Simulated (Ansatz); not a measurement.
Born–Oppenheimer molecular dynamics of a periodic cell of 17 atoms, W8C9 (surface WC(001), adsorbate C). It starts from a relaxed structure.

The calculation used DFT PBE, scalar-relativistic, plane waves, PAW (Ansatz 0.2.0). Settings: accuracy low, PAW set soft_1, cutoff 420 eV, k mesh 3x3x1, fermi-dirac smearing 0.05 eV, no spin polarisation.

```json
{
 "ensemble": "NVT, Langevin thermostat",
 "time step": "1 fs",
 "steps asked": "160",
 "set temperature": "900 K",
 "friction": "0.01 /fs",
 "atoms held": "1, 5, 9, 13",
 "seed": "610999"
}
```

Frames 1 fs apart, positions in Å, forces in eV/Å.

Velocities at 20 fs (Å/ps):

```
W 0.00 0.00 0.00
C -1.25 -19.91 -5.91
W -0.34 1.34 -0.65
C 3.75 9.06 -7.51
W 0.00 0.00 0.00
C -5.29 0.63 -1.99
W 2.43 -0.01 1.03
C 8.60 -6.99 -2.53
W 0.00 0.00 0.00
C -5.01 9.09 -1.97
W 1.08 -1.79 0.74
C -7.67 1.98 -0.04
W 0.00 0.00 0.00
C 1.79 -0.42 0.21
W 0.41 2.16 1.42
C -10.85 -0.75 -3.01
C -0.24 2.10 3.68
```

```xyz
17
Lattice="5.7157 0.0000 0.0000 -2.8578 4.9499 0.0000 0.0000 0.0000 16.2078" Properties=species:S:1:pos:R:3:forces:R:3 time_fs=20 energy_less_start_eV=0.921 T=516
W 0.000 0.000 1.000 0.06 0.24 0.04
C 1.372 0.902 2.299 0.88 -1.56 0.39
W -0.045 0.036 3.959 2.47 -1.16 0.39
C 1.341 1.022 5.335 0.48 1.09 -1.66
W -1.429 2.475 1.000 -0.05 -0.04 0.82
C -0.080 3.315 2.370 0.87 0.25 -0.59
W -1.373 2.477 3.995 -2.22 0.00 0.03
C 0.181 3.201 5.236 -0.17 -0.40 -0.17
W 2.858 0.000 1.000 -0.06 0.33 1.15
C 4.402 0.823 2.400 -1.70 0.34 -0.18
W 2.868 -0.058 3.989 -1.76 2.04 -0.25
C 4.242 0.731 5.059 -0.02 0.89 1.50
W 1.429 2.475 1.000 -0.05 0.55 -2.12
C 2.889 3.344 2.332 0.07 -0.25 0.27
W 1.428 2.521 3.644 0.40 -1.57 2.29
C 2.616 3.175 5.353 0.30 -0.17 -1.64
C 1.369 2.483 5.745 0.50 -0.58 -0.28
17
Lattice="5.7157 0.0000 0.0000 -2.8578 4.9499 0.0000 0.0000 0.0000 16.2078" Properties=species:S:1:pos:R:3:forces:R:3 time_fs=21 energy_less_start_eV=0.878 T=536
W 0.000 0.000 1.000 -0.01 0.21 0.00
C 1.371 0.882 2.293 0.92 -1.11 0.54
W -0.045 0.038 3.959 2.39 -1.20 0.41
C 1.345 1.032 5.327 0.45 0.87 -1.61
W -1.429 2.475 1.000 -0.07 -0.04 0.79
C -0.084 3.316 2.368 0.98 0.21 -0.56
W -1.371 2.477 3.996 -2.30 0.00 0.00
C 0.190 3.194 5.234 -0.47 -0.18 -0.16
W 2.858 0.000 1.000 -0.06 0.31 1.11
C 4.396 0.833 2.399 -1.58 0.17 -0.15
W 2.869 -0.060 3.989 -1.85 2.04 -0.32
C 4.235 0.733 5.059 0.12 0.90 1.53
W 1.429 2.475 1.000 -0.06 0.47 -2.03
C 2.891 3.343 2.332 0.01 -0.22 0.28
W 1.428 2.523 3.646 0.40 -1.76 2.07
C 2.606 3.174 5.349 0.60 0.00 -1.60
C 1.370 2.484 5.749 0.52 -0.67 -0.30
17
Lattice="5.7157 0.0000 0.0000 -2.8578 4.9499 0.0000 0.0000 0.0000 16.2078" Properties=species:S:1:pos:R:3:forces:R:3 time_fs=22 energy_less_start_eV=0.845 T=602
W 0.000 0.000 1.000 -0.08 0.17 -0.02
C 1.372 0.861 2.288 0.93 -0.67 0.68
W -0.046 0.040 3.958 2.29 -1.24 0.43
C 1.347 1.042 5.318 0.41 0.62 -1.56
W -1.429 2.475 1.000 -0.09 -0.04 0.76
C -0.086 3.316 2.367 1.07 0.19 -0.55
W -1.368 2.477 3.997 -2.37 0.00 -0.02
C 0.199 3.188 5.232 -0.78 0.03 -0.15
W 2.858 0.000 1.000 -0.05 0.28 1.07
C 4.390 0.844 2.397 -1.44 -0.02 -0.11
W 2.871 -0.062 3.990 -1.92 2.04 -0.38
C 4.227 0.737 5.062 0.27 0.90 1.52
W 1.429 2.475 1.000 -0.07 0.38 -1.95
C 2.892 3.340 2.331 -0.03 -0.16 0.29
W 1.429 2.525 3.647 0.42 -1.94 1.85
C 2.596 3.172 5.344 0.89 0.16 -1.55
C 1.370 2.483 5.752 0.54 -0.71 -0.30
17
Lattice="5.7157 0.0000 0.0000 -2.8578 4.9499 0.0000 0.0000 0.0000 16.2078" Properties=species:S:1:pos:R:3:forces:R:3 time_fs=23 energy_less_start_eV=0.826 T=609
W 0.000 0.000 1.000 -0.15 0.13 -0.05
C 1.374 0.838 2.284 0.93 -0.22 0.82
W -0.046 0.042 3.957 2.19 -1.27 0.47
C 1.351 1.052 5.309 0.36 0.36 -1.50
W -1.429 2.475 1.000 -0.10 -0.03 0.73
C -0.088 3.316 2.366 1.13 0.17 -0.58
W -1.366 2.477 3.998 -2.45 -0.02 -0.03
C 0.208 3.181 5.230 -1.09 0.25 -0.14
W 2.858 0.000 1.000 -0.04 0.24 1.03
C 4.382 0.855 2.396 -1.29 -0.21 -0.06
W 2.872 -0.063 3.990 -1.97 2.04 -0.44
C 4.218 0.740 5.065 0.42 0.90 1.49
W 1.429 2.475 1.000 -0.08 0.29 -1.87
C 2.893 3.337 2.330 -0.07 -0.10 0.29
W 1.429 2.527 3.648 0.46 -2.12 1.61
C 2.588 3.171 5.338 1.16 0.32 -1.49
C 1.371 2.482 5.755 0.59 -0.75 -0.28
17
Lattice="5.7157 0.0000 0.0000 -2.8578 4.9499 0.0000 0.0000 0.0000 16.2078" Properties=species:S:1:pos:R:3:forces:R:3 time_fs=24 energy_less_start_eV=0.824 T=593
W 0.000 0.000 1.000 -0.23 0.09 -0.07
C 1.378 0.816 2.279 0.90 0.21 0.97
W -0.046 0.045 3.956 2.09 -1.32 0.49
C 1.355 1.062 5.298 0.32 0.09 -1.43
W -1.429 2.475 1.000 -0.10 -0.02 0.72
C -0.089 3.314 2.368 1.18 0.17 -0.63
W -1.364 2.478 4.000 -2.53 -0.03 -0.06
C 0.215 3.174 5.229 -1.35 0.44 -0.10
W 2.858 0.000 1.000 -0.01 0.19 0.99
C 4.372 0.864 2.396 -1.13 -0.39 -0.03
W 2.873 -0.065 3.990 -2.02 2.06 -0.50
C 4.211 0.744 5.067 0.55 0.90 1.47
W 1.429 2.475 1.000 -0.10 0.20 -1.80
C 2.893 3.333 2.329 -0.10 -0.04 0.29
W 1.429 2.529 3.650 0.50 -2.27 1.37
C 2.581 3.170 5.330 1.41 0.48 -1.41
C 1.373 2.482 5.757 0.61 -0.76 -0.26
17
Lattice="5.7157 0.0000 0.0000 -2.8578 4.9499 0.0000 0.0000 0.0000 16.2078" Properties=species:S:1:pos:R:3:forces:R:3 time_fs=25 energy_less_start_eV=0.829 T=592
W 0.000 0.000 1.000 -0.30 0.04 -0.08
C 1.383 0.794 2.274 0.84 0.59 1.12
W -0.046 0.047 3.955 2.01 -1.38 0.51
C 1.359 1.072 5.287 0.29 -0.18 -1.34
W -1.429 2.475 1.000 -0.10 -0.02 0.70
C -0.088 3.311 2.369 1.20 0.18 -0.69
W -1.362 2.478 4.002 -2.61 -0.04 -0.08
C 0.220 3.168 5.228 -1.51 0.59 -0.05
W 2.858 0.000 1.000 0.04 0.13 0.95
C 4.363 0.872 2.396 -0.96 -0.55 -0.01
W 2.874 -0.067 3.991 -2.03 2.07 -0.55
C 4.205 0.749 5.070 0.65 0.88 1.44
W 1.429 2.475 1.000 -0.10 0.13 -1.73
C 2.894 3.329 2.329 -0.14 0.04 0.29
W 1.429 2.530 3.652 0.54 -2.38 1.12
C 2.574 3.170 5.322 1.67 0.64 -1.33
C 1.377 2.481 5.759 0.53 -0.74 -0.25
17
Lattice="5.7157 0.0000 0.0000 -2.8578 4.9499 0.0000 0.0000 0.0000 16.2078" Properties=species:S:1:pos:R:3:forces:R:3 time_fs=26 energy_less_start_eV=0.833 T=603
W 0.000 0.000 1.000 -0.36 0.00 -0.08
C 1.389 0.773 2.270 0.75 0.94 1.25
W -0.046 0.050 3.954 1.92 -1.46 0.53
C 1.364 1.079 5.275 0.26 -0.41 -1.23
W -1.429 2.475 1.000 -0.09 -0.03 0.69
C -0.086 3.309 2.369 1.19 0.17 -0.71
W -1.360 2.477 4.004 -2.66 -0.03 -0.11
C 0.225 3.163 5.228 -1.61 0.70 -0.01
W 2.858 0.000 1.000 0.09 0.06 0.89
C 4.353 0.879 2.396 -0.80 -0.69 0.01
W 2.875 -0.068 3.991 -2.01 2.08 -0.56
C 4.202 0.755 5.075 0.70 0.85 1.36
W 1.429 2.475 1.000 -0.10 0.06 -1.68
C 2.895 3.324 2.327 -0.17 0.12 0.29
W 1.429 2.531 3.655 0.58 -2.46 0.89
C 2.568 3.169 5.314 1.91 0.77 -1.23
C 1.381 2.477 5.762 0.42 -0.69 -0.28
17
Lattice="5.7157 0.0000 0.0000 -2.8578 4.9499 0.0000 0.0000 0.0000 16.2078" Properties=species:S:1:pos:R:3:forces:R:3 time_fs=27 energy_less_start_eV=0.836 T=629
W 0.000 0.000 1.000 -0.41 -0.03 -0.08
C 1.396 0.752 2.267 0.63 1.25 1.36
W -0.045 0.052 3.954 1.83 -1.53 0.52
C 1.370 1.085 5.260 0.23 -0.61 -1.09
W -1.429 2.475 1.000 -0.09 -0.03 0.68
C -0.081 3.308 2.366 1.14 0.15 -0.70
W -1.359 2.477 4.007 -2.69 -0.01 -0.15
C 0.229 3.159 5.231 -1.70 0.78 0.01
W 2.858 0.000 1.000 0.16 0.01 0.82
C 4.341 0.885 2.396 -0.63 -0.82 0.03
W 2.876 -0.070 3.992 -1.96 2.10 -0.57
C 4.199 0.762 5.080 0.72 0.80 1.28
W 1.429 2.475 1.000 -0.09 0.00 -1.64
C 2.894 3.319 2.326 -0.18 0.18 0.28
W 1.430 2.531 3.657 0.60 -2.51 0.65
C 2.562 3.171 5.304 2.10 0.86 -1.11
C 1.386 2.473 5.764 0.34 -0.60 -0.32
17
Lattice="5.7157 0.0000 0.0000 -2.8578 4.9499 0.0000 0.0000 0.0000 16.2078" Properties=species:S:1:pos:R:3:forces:R:3 time_fs=28 energy_less_start_eV=0.836 T=619
W 0.000 0.000 1.000 -0.46 -0.06 -0.07
C 1.402 0.732 2.265 0.52 1.53 1.47
W -0.045 0.054 3.954 1.75 -1.59 0.51
C 1.377 1.091 5.243 0.21 -0.79 -0.91
W -1.429 2.475 1.000 -0.08 -0.04 0.68
C -0.074 3.307 2.361 1.06 0.11 -0.65
W -1.358 2.477 4.009 -2.70 0.02 -0.19
C 0.233 3.157 5.232 -1.74 0.82 0.05
W 2.858 0.000 1.000 0.22 -0.03 0.75
C 4.331 0.891 2.398 -0.46 -0.93 0.04
W 2.877 -0.071 3.992 -1.90 2.12 -0.56
C 4.196 0.771 5.086 0.73 0.76 1.17
W 1.429 2.475 1.000 -0.08 -0.05 -1.62
C 2.894 3.316 2.325 -0.18 0.23 0.28
W 1.429 2.532 3.659 0.63 -2.52 0.40
C 2.558 3.174 5.293 2.22 0.91 -0.96
C 1.391 2.468 5.766 0.28 -0.49 -0.37
17
Lattice="5.7157 0.0000 0.0000 -2.8578 4.9499 0.0000 0.0000 0.0000 16.2078" Properties=species:S:1:pos:R:3:forces:R:3 time_fs=29 energy_less_start_eV=0.832 T=643
W 0.000 0.000 1.000 -0.50 -0.08 -0.05
C 1.409 0.713 2.265 0.40 1.78 1.54
W -0.044 0.055 3.953 1.67 -1.65 0.49
C 1.383 1.096 5.225 0.20 -0.93 -0.70
W -1.429 2.475 1.000 -0.06 -0.06 0.66
C -0.065 3.307 2.355 0.94 0.07 -0.59
W -1.357 2.476 4.011 -2.70 0.05 -0.22
C 0.236 3.157 5.234 -1.72 0.82 0.09
W 2.858 0.000 1.000 0.29 -0.06 0.67
C 4.320 0.897 2.401 -0.30 -1.03 0.02
W 2.878 -0.072 3.992 -1.79 2.15 -0.53
C 4.197 0.781 5.093 0.68 0.69 1.03
W 1.429 2.475 1.000 -0.06 -0.11 -1.61
C 2.896 3.311 2.322 -0.21 0.28 0.31
W 1.429 2.532 3.661 0.67 -2.49 0.13
C 2.556 3.178 5.282 2.30 0.94 -0.81
C 1.398 2.465 5.766 0.18 -0.37 -0.44
17
Lattice="5.7157 0.0000 0.0000 -2.8578 4.9499 0.0000 0.0000 0.0000 16.2078" Properties=species:S:1:pos:R:3:forces:R:3 time_fs=30 energy_less_start_eV=0.826 T=593
W 0.000 0.000 1.000 -0.51 -0.08 -0.01
C 1.417 0.696 2.267 0.24 1.98 1.58
W -0.043 0.057 3.953 1.60 -1.71 0.47
C 1.389 1.100 5.207 0.19 -1.04 -0.46
W -1.429 2.475 1.000 -0.03 -0.08 0.65
C -0.055 3.307 2.348 0.81 0.02 -0.51
W -1.356 2.476 4.013 -2.69 0.08 -0.25
C 0.238 3.158 5.235 -1.65 0.80 0.15
W 2.858 0.000 1.000 0.36 -0.08 0.60
C 4.310 0.901 2.406 -0.14 -1.11 -0.02
W 2.879 -0.073 3.992 -1.65 2.20 -0.49
C 4.197 0.792 5.101 0.62 0.60 0.86
W 1.429 2.475 1.000 -0.03 -0.16 -1.61
C 2.897 3.305 2.319 -0.24 0.35 0.35
W 1.429 2.532 3.663 0.72 -2.42 -0.15
C 2.557 3.181 5.272 2.30 0.93 -0.68
C 1.404 2.462 5.765 0.09 -0.27 -0.48
17
Lattice="5.7157 0.0000 0.0000 -2.8578 4.9499 0.0000 0.0000 0.0000 16.2078" Properties=species:S:1:pos:R:3:forces:R:3 time_fs=31 energy_less_start_eV=0.816 T=660
W 0.000 0.000 1.000 -0.50 -0.09 0.04
C 1.425 0.682 2.270 0.05 2.13 1.59
W -0.043 0.059 3.953 1.53 -1.77 0.46
C 1.395 1.103 5.189 0.17 -1.09 -0.20
W -1.429 2.475 1.000 0.00 -0.11 0.65
C -0.044 3.308 2.340 0.66 -0.04 -0.42
W -1.354 2.476 4.015 -2.69 0.10 -0.26
C 0.238 3.160 5.237 -1.51 0.73 0.19
W 2.858 0.000 1.000 0.43 -0.10 0.53
C 4.301 0.904 2.411 -0.01 -1.17 -0.06
W 2.880 -0.075 3.993 -1.50 2.26 -0.43
C 4.198 0.804 5.112 0.57 0.50 0.64
W 1.429 2.475 1.000 0.01 -0.21 -1.63
C 2.897 3.298 2.315 -0.24 0.44 0.39
W 1.429 2.532 3.665 0.77 -2.31 -0.42
C 2.561 3.186 5.262 2.22 0.89 -0.54
C 1.410 2.460 5.764 0.03 -0.16 -0.54
```

Of the whole run (160 fs, mean temperature of the second half 750 K): The mean temperature of the second half is 17 % below the set value. A run of 0.16 ps of so small a system gives no equilibrium averages. Limits of this set-up: coarse k mesh, thin slab, slab without dipole correction, low accuracy level.

Run time: 25 min on 2 threads of Arm Neoverse V1, with other jobs on the host, peak memory 0.89 GiB.
